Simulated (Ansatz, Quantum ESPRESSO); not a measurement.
# Band line-up of the MgS/ZnSe(110) superlattice, 5 + 5 layers, a = 5.606 Å, part 5 of 7

Aim: valence and conduction offsets of the MgS/ZnSe(110) superlattice, 5 + 5 layers, a = 5.606 Å from the line-up of mean potentials.

Quantum ESPRESSO 7.5; plane-wave DFT, LDA, GBRV ultrasoft pseudopotentials; cross-check by Ansatz 0.2.0 with PAW datasets.

So far. Step 3 (SCF with pw.x of bulk MgS): The run needed 8 iterations to bring the estimated error under 1e-07 Ry.

## 11. Self-consistent run of the superlattice

The superlattice gives the step of the mean potential between the two crystals; (110) layers are neutral, so no field builds up.

System of this step: MgS/ZnSe(110) superlattice, 5 + 5 layers, a = 5.606 Å. The cell holds 20 atoms: 5 Mg, 5 S, 5 Zn and 5 Se. Its edges and angles: a = 5.606 Å, b = 3.964 Å, c = 19.820 Å, α = 90.0°, β = 90.0°, γ = 90.0°. Regions: MgS, 10 atoms (5 Mg and 5 S); ZnSe, 10 atoms (5 Zn and 5 Se). The structure's axis is c.

ab.in

```
&control
  prefix = 'ab'
  outdir = './out'
  pseudo_dir = './pseudo'
  calculation = 'scf'
  tprnfor = .true.
/
&system
  ibrav = 0
  nat = 20
  ntyp = 4
  ecutwfc = 40
  ecutrho = 200
  occupations = 'smearing'
  smearing = 'fd'
  degauss = 0.002
/
&electrons
  conv_thr = 1e-07
  mixing_beta = 0.5
  electron_maxstep = 120
/
ATOMIC_SPECIES
  Mg  24.3050  mg_lda_v1.4.uspp.F.UPF
  S   32.0600  s_lda_v1.4.uspp.F.UPF
  Zn  65.3800  zn_lda_v1.uspp.F.UPF
  Se  78.9710  se_lda_v1.uspp.F.UPF
CELL_PARAMETERS angstrom
  5.60600000000000 0.00000000000000 0.00000000000000
  0.00000000000000 3.96404061530000 0.00000000000000
  0.00000000000000 0.00000000000000 19.82020307670000
ATOMIC_POSITIONS crystal
  Mg  0.000000000000 0.000000000000 0.000000000000
  S   0.250000000000 0.500000000000 0.000000000000
  Mg  0.500000000000 0.500000000000 0.100000000000
  S   0.750000000000 0.000000000000 0.100000000000
  Mg  0.000000000000 0.000000000000 0.200000000000
  S   0.250000000000 0.500000000000 0.200000000000
  Mg  0.500000000000 0.500000000000 0.300000000000
  S   0.750000000000 0.000000000000 0.300000000000
  Mg  0.000000000000 0.000000000000 0.400000000000
  S   0.250000000000 0.500000000000 0.400000000000
  Zn  0.500000000000 0.500000000000 0.500000000000
  Se  0.750000000000 0.000000000000 0.500000000000
  Zn  0.000000000000 0.000000000000 0.600000000000
  Se  0.250000000000 0.500000000000 0.600000000000
  Zn  0.500000000000 0.500000000000 0.700000000000
  Se  0.750000000000 0.000000000000 0.700000000000
  Zn  0.000000000000 0.000000000000 0.800000000000
  Se  0.250000000000 0.500000000000 0.800000000000
  Zn  0.500000000000 0.500000000000 0.900000000000
  Se  0.750000000000 0.000000000000 0.900000000000
K_POINTS automatic
  6 8 1 0 0 0
```

Command:

```bash
$ OMP_NUM_THREADS=1 mpirun -n 4 pw.x -nk 2 -in ab.in > ab.out
```

Output:

```text
[banner, memory and clock lines left out]
Program PWSCF v.7.5 starts

          URL

     Message from routine setup:
     using ibrav=0 with symmetry is DISCOURAGED, use correct ibrav instead

     bravais-lattice index     =            0
     lattice parameter (alat)  =      10.5938  a.u.
     unit-cell volume          =    2972.3222 (a.u.)^3
     number of atoms/cell      =           20
     number of atomic types    =            4
     number of electrons       =       210.00
     number of Kohn-Sham states=          126
     kinetic-energy cutoff     =      40.0000  Ry
     charge density cutoff     =     200.0000  Ry
     scf convergence threshold =      1.0E-07
     mixing beta               =       0.5000
     number of iterations used =            8  plain     mixing
     Exchange-correlation= SLA  PZ   NOGX NOGC
                           (   1   1   0   0   0   0   0)

     celldm(1)=  10.593805  celldm(2)=   0.000000  celldm(3)=   0.000000
     celldm(4)=   0.000000  celldm(5)=   0.000000  celldm(6)=   0.000000

     crystal axes: (cart. coord. in units of alat)
               a(1) = (   1.000000   0.000000   0.000000 )
               a(2) = (   0.000000   0.707107   0.000000 )
               a(3) = (   0.000000   0.000000   3.535534 )

     reciprocal axes: (cart. coord. in units 2 pi/alat)
               b(1) = (  1.000000  0.000000  0.000000 )
               b(2) = (  0.000000  1.414214  0.000000 )
               b(3) = (  0.000000  0.000000  0.282843 )

     PseudoPot. # 1 for Mg read from file:
     ./pseudo/mg_lda_v1.4.uspp.F.UPF
     Pseudo is Ultrasoft, Zval = 10.0
     Generated by new atomic code, or converted to UPF format
     Using radial grid of  821 points,  7 beta functions with:
                l(1) =   0
                l(2) =   0
                l(3) =   0
                l(4) =   1
                l(5) =   1
                l(6) =   2
                l(7) =   2
     Q(r) pseudized with  8 coefficients,  rinner =    1.200   1.200   1.200
                                                       1.200   1.200

     PseudoPot. # 2 for S  read from file:
     ./pseudo/s_lda_v1.4.uspp.F.UPF
     Pseudo is Ultrasoft + core correction, Zval =  6.0
     Generated by new atomic code, or converted to UPF format
     Using radial grid of  907 points,  6 beta functions with:
                l(1) =   0
                l(2) =   0
                l(3) =   1
                l(4) =   1
                l(5) =   2
                l(6) =   2
     Q(r) pseudized with  8 coefficients,  rinner =    1.300   1.300   1.300
                                                       1.300   1.300

     PseudoPot. # 3 for Zn read from file:
     ./pseudo/zn_lda_v1.uspp.F.UPF
     Pseudo is Ultrasoft, Zval = 20.0
     Generated by new atomic code, or converted to UPF format
     Using radial grid of  943 points,  6 beta functions with:
                l(1) =   0
                l(2) =   0
                l(3) =   1
                l(4) =   1
                l(5) =   2
                l(6) =   2
     Q(r) pseudized with  8 coefficients,  rinner =    1.100   1.100   1.100
                                                       1.100   1.100

     PseudoPot. # 4 for Se read from file:
     ./pseudo/se_lda_v1.uspp.F.UPF
     Pseudo is Ultrasoft + core correction, Zval =  6.0
     Generated by new atomic code, or converted to UPF format
     Using radial grid of  877 points,  6 beta functions with:
                l(1) =   0
                l(2) =   0
                l(3) =   1
                l(4) =   1
                l(5) =   2
                l(6) =   2
     Q(r) pseudized with  8 coefficients,  rinner =    1.300   1.300   1.300
                                                       1.300   1.300

     atomic species   valence    mass     pseudopotential
     Mg               10.00    24.30500     Mg( 1.00)
     S                 6.00    32.06000     S ( 1.00)
     Zn               20.00    65.38000     Zn( 1.00)
     Se                6.00    78.97100     Se( 1.00)

      2 Sym. Ops. (no inversion) found

   Cartesian axes

     site n.     atom                  positions (alat units)
         1        Mg     tau(   1) = (   0.0000000   0.0000000   0.0000000  )
         2        S      tau(   2) = (   0.2500000   0.3535534   0.0000000  )
         3        Mg     tau(   3) = (   0.5000000   0.3535534   0.3535534  )
         4        S      tau(   4) = (   0.7500000   0.0000000   0.3535534  )
         5        Mg     tau(   5) = (   0.0000000   0.0000000   0.7071068  )
         6        S      tau(   6) = (   0.2500000   0.3535534   0.7071068  )
         7        Mg     tau(   7) = (   0.5000000   0.3535534   1.0606602  )
         8        S      tau(   8) = (   0.7500000   0.0000000   1.0606602  )
         9        Mg     tau(   9) = (   0.0000000   0.0000000   1.4142136  )
        10        S      tau(  10) = (   0.2500000   0.3535534   1.4142136  )
        11        Zn     tau(  11) = (   0.5000000   0.3535534   1.7677670  )
        12        Se     tau(  12) = (   0.7500000   0.0000000   1.7677670  )
        13        Zn     tau(  13) = (   0.0000000   0.0000000   2.1213203  )
        14        Se     tau(  14) = (   0.2500000   0.3535534   2.1213203  )
        15        Zn     tau(  15) = (   0.5000000   0.3535534   2.4748737  )
        16        Se     tau(  16) = (   0.7500000   0.0000000   2.4748737  )
        17        Zn     tau(  17) = (   0.0000000   0.0000000   2.8284271  )
        18        Se     tau(  18) = (   0.2500000   0.3535534   2.8284271  )
        19        Zn     tau(  19) = (   0.5000000   0.3535534   3.1819805  )
        20        Se     tau(  20) = (   0.7500000   0.0000000   3.1819805  )

     number of k points=    20  Fermi-Dirac smearing, width (Ry)=  0.0020
                       cart. coord. in units 2pi/alat
        k(    1) = (   0.0000000   0.0000000   0.0000000), wk =   0.0416667
        k(    2) = (   0.0000000   0.1767767   0.0000000), wk =   0.0833333
        k(    3) = (   0.0000000   0.3535534   0.0000000), wk =   0.0833333
        k(    4) = (   0.0000000   0.5303301   0.0000000), wk =   0.0833333
        k(    5) = (   0.0000000  -0.7071068   0.0000000), wk =   0.0416667
        k(    6) = (   0.1666667   0.0000000   0.0000000), wk =   0.0833333
        k(    7) = (   0.1666667   0.1767767   0.0000000), wk =   0.1666667
        k(    8) = (   0.1666667   0.3535534   0.0000000), wk =   0.1666667
        k(    9) = (   0.1666667   0.5303301   0.0000000), wk =   0.1666667
        k(   10) = (   0.1666667  -0.7071068   0.0000000), wk =   0.0833333
[...]
-1.3680  -1.3667  -1.3227  -1.3210  -1.3189  -1.2698  -1.2215  -1.1074
    -1.1012  -1.0928  -1.0707  -1.0666  -1.0664  -1.0633  -1.0632  -1.0315
    -1.0259  -1.0249  -1.0076   0.0988   0.1850   0.7358   0.8979   1.5499
     1.5902   1.6979   1.8945   2.2604   2.4617   3.6149   3.6318   3.6616
     3.6643   3.7101   3.7177   3.7352   3.7809   3.7930   3.8049   3.9108
     3.9928   4.0326   4.0765   4.0964   4.1931   4.2439   4.2868   4.2907
     4.3313   7.9198   8.0748   8.4339   8.7577   8.9895   9.1566   9.2338
     9.4305   9.4462   9.6810   9.8749  10.0078  10.7001  11.0309  11.0864
    11.1317  11.4078  11.4294  11.5279  11.5447  11.6230

          k =-0.5000 0.1768 0.0000 ( 12746 PWs)   bands (ev):

  -119.2447-119.2443-119.2440-119.1946-119.1938 -73.8768 -73.8765 -73.8764
   -73.8762 -73.8762 -73.8761 -73.8759 -73.8751 -73.8747 -73.8321 -73.8314
   -73.8308 -73.8301 -73.8179 -73.8172 -68.7700 -68.7629 -68.7627 -68.7428
   -68.7427 -36.2101 -36.2099 -36.2094 -36.2037 -36.2034 -36.2023 -36.2023
   -36.2021 -36.2016 -36.1950 -36.1949 -36.1799 -36.1797 -36.1796 -36.1795
    -7.6078  -7.5921  -7.4459  -7.4284  -7.3436  -6.6473  -6.5731  -6.5699
    -6.4385  -6.4261  -1.4263  -1.4199  -1.3796  -1.3792  -1.3756  -1.3668
    -1.3608  -1.3472  -1.3305  -1.3149  -1.3026  -1.2460  -1.2158  -1.1080
    -1.1061  -1.0964  -1.0839  -1.0763  -1.0720  -1.0578  -1.0549  -1.0366
    -1.0354  -0.9941  -0.9886   0.1829   0.2711   0.7946   0.9730   1.5555
     1.5728   1.6227   1.8776   2.0389   2.1670   3.1785   3.2133   3.2344
     3.2684   3.4421   3.4460   3.5097   3.5372   3.6695   3.7309   3.7659
     3.8336   3.8797   3.9882   4.0454   4.0889   4.2922   4.3028   4.3125
     4.3557   8.5243   8.6308   8.9128   9.0457   9.1253   9.5416   9.6566
     9.8869   9.9140  10.1085  10.2652  10.3347  10.7288  11.0101  11.0366
    11.0618  11.0645  11.1189  11.2349  11.2559  11.5745

          k =-0.5000 0.3536 0.0000 ( 12736 PWs)   bands (ev):

  -119.2447-119.2443-119.2440-119.1946-119.1938 -73.8768 -73.8765 -73.8765
   -73.8762 -73.8762 -73.8761 -73.8760 -73.8751 -73.8747 -73.8321 -73.8314
   -73.8308 -73.8301 -73.8179 -73.8172 -68.7699 -68.7629 -68.7627 -68.7428
   -68.7426 -36.2102 -36.2099 -36.2098 -36.2036 -36.2034 -36.2028 -36.2026
   -36.2023 -36.2015 -36.1950 -36.1949 -36.1804 -36.1803 -36.1795 -36.1794
    -7.4966  -7.4795  -7.3406  -7.3176  -7.2379  -6.5505  -6.4817  -6.4728
    -6.3500  -6.3359  -1.3811  -1.3789  -1.3737  -1.3640  -1.3513  -1.3501
    -1.3414  -1.3193  -1.2841  -1.2652  -1.2520  -1.1927  -1.1763  -1.1255
    -1.1242  -1.0923  -1.0856  -1.0746  -1.0651  -1.0520  -1.0510  -1.0401
    -1.0369  -0.9509  -0.9425   0.3821   0.4563   0.8330   0.9636   1.0676
     1.4247   1.5121   1.6199   1.6202   1.6464   2.5627   2.5729   2.6741
     2.7391   2.8536   2.8722   2.8725   2.9260   3.6711   3.6739   3.7105
     3.7453   3.7859   3.8567   3.8844   3.9784   4.2210   4.2395   4.2587
     4.2887   8.7662   8.9073   9.2662   9.3477   9.3909  10.0178  10.1820
    10.2991  10.3114  10.4559  10.5475  10.5711  10.8233  10.9174  11.0146
    11.0975  11.2222  11.2321  11.2569  11.2866  11.8198

          k =-0.5000 0.5303 0.0000 ( 12658 PWs)   bands (ev):

  -119.2447-119.2443-119.2440-119.1946-119.1938 -73.8768 -73.8765 -73.8765
   -73.8762 -73.8762 -73.8762 -73.8760 -73.8751 -73.8747 -73.8321 -73.8314
   -73.8309 -73.8302 -73.8179 -73.8172 -68.7699 -68.7629 -68.7627 -68.7428
   -68.7426 -36.2107 -36.2099 -36.2097 -36.2036 -36.2034 -36.2033 -36.2032
   -36.2023 -36.2015 -36.1950 -36.1948 -36.1810 -36.1809 -36.1795 -36.1794
    -7.3784  -7.3596  -7.2291  -7.1999  -7.1259  -6.4479  -6.3852  -6.3698
    -6.2566  -6.2406  -1.3733  -1.3682  -1.3668  -1.3645  -1.3403  -1.3349
    -1.3105  -1.2951  -1.1819  -1.1748  -1.1424  -1.1400  -1.1222  -1.1080
    -1.1058  -1.0929  -1.0871  -1.0639  -1.0543  -1.0467  -1.0406  -0.9917
    -0.9779  -0.8761  -0.8748   0.2933   0.3152   0.4135   0.4613   0.4645
     1.1882   1.2610   1.3281   1.5778   1.5814   2.1258   2.1375   2.2514
     2.2688   2.9031   2.9142   2.9592   2.9995   3.2316   3.2562   3.3323
     3.3374   3.8022   3.8134   3.9111   3.9280   4.1255   4.1659   4.1956
     4.2065   8.2461   8.5010   9.1611   9.5735   9.6537   9.8444   9.9074
     9.9090  10.2426  10.2612  10.7692  10.8728  10.9010  10.9030  10.9913
    11.1891  11.3920  11.4345  11.5063  11.5275  11.7158

          k =-0.5000-0.7071 0.0000 ( 12600 PWs)   bands (ev):

  -119.2447-119.2443-119.2440-119.1946-119.1938 -73.8768 -73.8765 -73.8765
   -73.8762 -73.8762 -73.8762 -73.8761 -73.8751 -73.8747 -73.8321 -73.8314
   -73.8309 -73.8302 -73.8179 -73.8172 -68.7699 -68.7629 -68.7627 -68.7428
   -68.7426 -36.2110 -36.2099 -36.2097 -36.2037 -36.2035 -36.2034 -36.2033
   -36.2023 -36.2015 -36.1950 -36.1948 -36.1813 -36.1811 -36.1795 -36.1793
    -7.3272  -7.3076  -7.1809  -7.1488  -7.0774  -6.4036  -6.3436  -6.3252
    -6.2163  -6.1995  -1.3750  -1.3716  -1.3614  -1.3592  -1.3414  -1.3262
    -1.2983  -1.2830  -1.1540  -1.1474  -1.1320  -1.1207  -1.1116  -1.1076
    -1.0940  -1.0843  -1.0737  -1.0693  -1.0366  -1.0351  -0.9221  -0.9000
    -0.8782  -0.8258  -0.8009  -0.1043  -0.0714   0.1755   0.2341   0.3774
     1.0108   1.1152   1.2766   1.5608   1.6066   2.1802   2.2018   2.2534
     2.2683   2.8413   2.8605   3.0021   3.0414   3.0636   3.1358   3.1662
     3.1773   3.7057   3.7351   3.7776   3.8242   4.1442   4.1714   4.2077
     4.2118   8.0064   8.3090   9.1255   9.6607   9.6849   9.7495   9.7966
     9.8463  10.2111  10.4076  10.5655  10.7267  10.7548  10.7920  10.8250
    11.2753  11.3117  11.5042  11.5500  11.6075  11.6484

     the Fermi energy is     5.9948 ev

!    total energy              =   -3269.42132327 Ry
     estimated scf accuracy    <       0.00000009 Ry
     smearing contrib. (-TS)   =      -0.00000000 Ry
     internal energy E=F+TS    =   -3269.42132327 Ry

     The total energy is F=E-TS. E is the sum of the following terms:
     one-electron contribution =   -3546.85687093 Ry
     hartree contribution      =    1804.59412404 Ry
     xc contribution           =    -479.09858329 Ry
     ewald contribution        =   -1048.05999308 Ry

     convergence has been achieved in  26 iterations

     Forces acting on atoms (cartesian axes, Ry/au):

     atom    1 type  1   force =     0.01875849    0.00000000    0.02322785
     atom    2 type  2   force =     0.01375430    0.00000000   -0.01893280
     atom    3 type  1   force =     0.00092791    0.00000000   -0.00095860
     atom    4 type  2   force =     0.00036225    0.00000000    0.00055698
     atom    5 type  1   force =    -0.00048383    0.00000000    0.00002528
     atom    6 type  2   force =    -0.00020909    0.00000000    0.00000007
     atom    7 type  1   force =     0.00086604    0.00000000    0.00094264
     atom    8 type  2   force =     0.00036283    0.00000000   -0.00055814
     atom    9 type  1   force =     0.01884122    0.00000000   -0.02330735
     atom   10 type  2   force =     0.01375375    0.00000000    0.01892363
     atom   11 type  3   force =    -0.01202754    0.00000000   -0.01536796
     atom   12 type  4   force =    -0.02026829    0.00000000    0.02441894
     atom   13 type  3   force =    -0.00056679    0.00000000    0.00094282
     atom   14 type  4   force =    -0.00100028    0.00000000   -0.00129397
     atom   15 type  3   force =     0.00081928    0.00000000    0.00015816
     atom   16 type  4   force =     0.00016900    0.00000000   -0.00001535
     atom   17 type  3   force =    -0.00061941    0.00000000   -0.00085425
     atom   18 type  4   force =    -0.00100061    0.00000000    0.00127235
     atom   19 type  3   force =    -0.01217162    0.00000000    0.01524628
     atom   20 type  4   force =    -0.02026760    0.00000000   -0.02442657

     Total force =     0.075322     Total SCF correction =     0.000830

     XML data file, charge density, pseudopotentials, collected wavefunctions

                                        0.00s GPU  (    2348 calls)
```

It took 18 min on 4 MPI ranks of Arm Neoverse V2, shared host; peak memory 1.5 GiB; 73 min of CPU time.

This step gave:

| Item | Value |
| --- | --- |
| free energy | -44482.7432 eV |
| Fermi energy | 5.995 eV |

The program's own clock; routines nest. Time by routine:

```
     routine  wall time (s)   calls
       PWSCF           1094       1
   electrons           1081       1
     c_bands           1001      26
     cegterg          965.8     270
       h_psi          449.2    2348
        fftw          226.7  297160
    vloc_psi          223.6    2348
      calbec            144    2648
h_psi:calbec          112.5    2348
  add_vuspsi          110.3    2348
       s_psi          110.2    2348
    sum_band          68.61      26
     cdiaghg          44.82    2338
        newd          10.96      27
```

The run needed 26 iterations to bring the estimated error under 1e-07 Ry; the largest force on any atom, held or free, is 0.82 eV/Å.

## 12. Electrostatic potential of the superlattice

ab.pot.in

```
&inputpp
  prefix = 'ab'
  outdir = './out'
  filplot = 'ab.pot.dat'
  plot_num = 11
/
```

Command:

```bash
$ OMP_NUM_THREADS=1 mpirun -n 4 pp.x -in ab.pot.in > ab.pot.out
```

Output:

```text
[banner, memory and clock lines left out]
Program POST-PROC v.7.5 starts

          URL

     ./out/ab.save/

     IMPORTANT: XC functional enforced from input :
     Exchange-correlation= PZ
                           (   1   1   0   0   0   0   0)
     Any further DFT definition will be discarded
     Please, verify this is what you really want

     Calling punch_plot, plot_num =  11
     Writing data to file  ab.pot.dat
     Message from routine chdens:
     namelist plot not found or invalid, exiting
```

The job ended after 1.5 s (4 MPI ranks; peak memory 0.16 GiB; 5.7 s of CPU time).

Electrostatic potential energy in the ca plane at fractional y = 0.000, with atoms of Mg and S and Se and Zn within 0.2 Å of it. With pseudopotentials it is smooth inside the atoms' cores, unlike the true potential.

Ten even steps from '0' (-88 eV) to '9' (4 eV), each cell a mean:
```
99997425899999873258999998644689999985446899
67898778898678987788875689866898657887668986
11589999984126999999720169999996102799999851
00389999972005899999600058999985000699999840
12699999984127999999720269999996202799999861
77899999998778999999876789999998767899999986
99999999999999999999999999999999999999999999
99999999999999999999999999999999999999999999
99999999999999999999999999999999999999999999
99999999999999999999999999999999999999999999
99999999999999999999999999999999999999999999
99999999999999999999999999999999999999999999
99999888999999988889999999877899999998788999
99998546899999975468999998655689999986457999
99997203799999861048999998533589999985335899
```
Columns run along c (16.0 Å, from fractional 0.10 to 0.90 of the cell; values clipped at the 3rd and 97th percentile), rows up along a (5.6 Å). Atoms in or near the plane, at fractional coordinates: S at (0.10, 0.75), Mg at (0.20, 0.00), S at (0.30, 0.75), Mg at (0.40, 0.00), Se at (0.50, 0.75), Zn at (0.60, 0.00), Se at (0.70, 0.75), Zn at (0.80, 0.00), Se at (0.90, 0.75).

(Continued in part 6 of 7.)

[Logs are printed without paths, hosts, clocks, repeated set-up lines and the standing remarks that a program may print on its own settings, such as how far it seeks lower states.]

[Hosts, paths, dates, database ids (printed as entryN), source tags and the programs' standing remarks are cut or masked in the printed files.]

[Maps of the electrostatic potential energy from Ansatz leave out the sawtooth potential of an applied field or a dipole correction, so their vacuum need not be flat; planar profiles and work functions include it.]
